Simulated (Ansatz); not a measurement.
# BeS: the cell at several levels of theory

An exercise on one series of results from a longer session: the logs are not shown, and one member is left open.

The runs shown are made with Ansatz 0.2.0. PAW datasets, plane waves, zero pressure. Note: simulated data, non-magnetic, for a generated structure that need not be the stable one.

**The structure to begin with**

This is the cell as the run starts from it, not yet at rest; its lengths are not the crystal's.

Space group Fm-3m (No. 225), cubic; conventional cell a = 4.107 Å, 8.66 Å³ an atom. Near Be stand 6 S at 2.05 Å; near S stand 6 Be at 2.05 Å.

The structure in full:

Space group Fm-3m (No. 225). a = 4.107 Å, b = 4.107 Å, c = 4.107 Å, α = 90.00°, β = 90.00°, γ = 90.00°
```json
{"atom": "Be", "site": "4a", "symmetry": "m-3m", "x": "0.0000", "y": "0.0000", "z": "0.0000"}
{"atom": "S", "site": "4b", "symmetry": "m-3m", "x": "0.5000", "y": "0.0000", "z": "0.0000"}
```

Set-up of the first run:

input.yaml reads:

```yaml
crystal:
  lattice:
    - [0.0, 2.053437, 2.053437]
    - [2.053437, 0.0, 2.053437]
    - [2.053437, 2.053437, 0.0]
  atoms:
    - { symbol: Be, position: [0.0, 0.0, 0.0] }
    - { symbol: S, position: [0.5, 0.5, 0.5] }
kpoints:
  mp_grid: { grid: [10, 10, 10] }
hamiltonian:
  xc: pbe
scf:
  occupations: { method: fermi_dirac, width: 0.02 }
relax:
  f_tol: 0.005
  cell: {}
output:
  write_density: true
  write_potential: true
  elf: true
  volumetric_format: npy
```

The run is started by

```
$ ansatz run input.yaml --threads 2 --pin off --max-ram 2211MiB --backend cpu --events-out ev --progress --plain --runs-dir out
```

Among the steps run: PBE: cell and atoms; Relaxation with r2SCAN; Relaxing with PBEsol; Relaxing with LDA; Relaxation with HSE06.

One of the session's tables, all rows but one given; the rest of the session is left out.

It belongs to the step «The cells side by side». 

| level | a (Å) | volume (Å³/atom) |
| --- | --- | --- |
| PBE | 4.629 | 12.400 |
| r2SCAN | 4.635 | 12.444 |
| PBEsol | 4.590 | 12.089 |
| LDA | ? | ? |
| HSE06 | 4.610 | 12.250 |

**Question.** Estimate the row for LDA.

**Answer.** a (Å): 4.556; volume (Å³/atom): 11.824. In the column «a (Å)» it is the lowest.

What this shows: The first relaxation changed the volume by +43.2 % from the start. The volume runs from LDA (least) to r2SCAN (most), a spread of 5.2 %, or 1.7 % in length if all axes shared it alike. LDA's volume lies 4.6 % below PBE's. The meshes differ: PBE 10×10×10, r2SCAN 8×8×8, PBEsol 8×8×8, LDA 8×8×8, HSE06 6×6×6.
